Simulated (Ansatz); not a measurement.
The system is CuO.

```
Cu O
1.0
     2.30558   -1.72961    0.07281
     2.31576    1.74354    0.04815
    -0.70809   -0.03897    5.12907
Cu O
2 2
Direct
  0.01425 0.47965 0.06043
  0.47088 0.15407 0.47412
  0.56927 0.29603 0.26394
  0.44560 0.57025 0.70150
```

* Program: Ansatz 0.2.0
* Task: relaxation of cell and atoms
* Functional: LDA
* Potentials or basis: Ansatz PAW
* Cutoff: 420 eV (not typed: the program's choice for these potentials)
* k mesh: 10 × 10 × 5
* Occupations: fermi-dirac, width 0.05 eV
* Spin: no spin polarisation
* Hubbard terms: Cu d U = 4.5 eV

At the start: volume 10.33 Å³/atom.

**Question.** Where does the relaxation end?

**Answer.** It ends after 28 steps and the volume is 10.40 Å³/atom (+0.7 %); space group Cccm (No. 66, to 0.05 Å).

The path:
```tsv
step	energy change (eV)	largest force (eV/Å)	volume (Å³)
1	0.0000	40.4282	41.31
2	-5.5806	14.8945	41.87
3	-7.4497	7.1463	40.72
4	-8.7368	2.4972	39.21
5	-9.1494	0.6378	39.76
6	-9.1980	0.0492	40.55
7	-9.2024	0.0113	40.64
8	-9.2024	0.0043	40.90
9	-9.2027	0.0021	40.87
10	-9.2025	0.0008	40.90
11	-9.2108	0.0009	40.90
12	-9.2156	0.0033	41.17
13	-9.2155	0.0068	41.34
14	-9.2157	0.0003	41.30
15	-9.2224	0.0002	41.30
16	-9.2241	0.0024	41.48
17	-9.2241	0.0002	41.50
18	-9.2268	0.0006	41.50
19	-9.2273	0.0051	41.58
20	-9.2274	0.0026	41.56
21	-9.2274	0.0002	41.57
22	-9.2274	0.0001	41.57
23	-9.2283	0.0004	41.57
24	-9.2285	0.0008	41.58
25	-9.2285	0.0004	41.59
26	-9.2288	0.0002	41.59
27	-9.2288	0.0004	41.60
28	-9.2289	0.0005	41.60
```

Final structure:
```xyz
4
Lattice="2.0314 -2.0156 0.1553 2.0286 2.0183 0.1564 -0.4082 -0.0060 5.0483" Properties=species:S:1:pos:R:3 pbc="T T T"
Cu    1.0143    1.0092    0.0782
Cu    0.8116   -1.0108    2.6018
O     1.9269   -0.0049    1.4179
O     1.7248    0.0016    3.9422
```

Caveat: the electronic state changed during the relaxation; the plane-wave basis is chosen anew once the cell has moved, so the energies of steps on either side of that aren't comparable; the pressure holds a Pulay correction of +0.9 GPa for the finite cutoff; the run has no spin polarisation, though such a crystal can be magnetic; U without spin polarisation on a metal has little footing; the PAW data sets come from PBE, with cores solved anew for the run's functional, which leaves a small shift of forces and pressure.
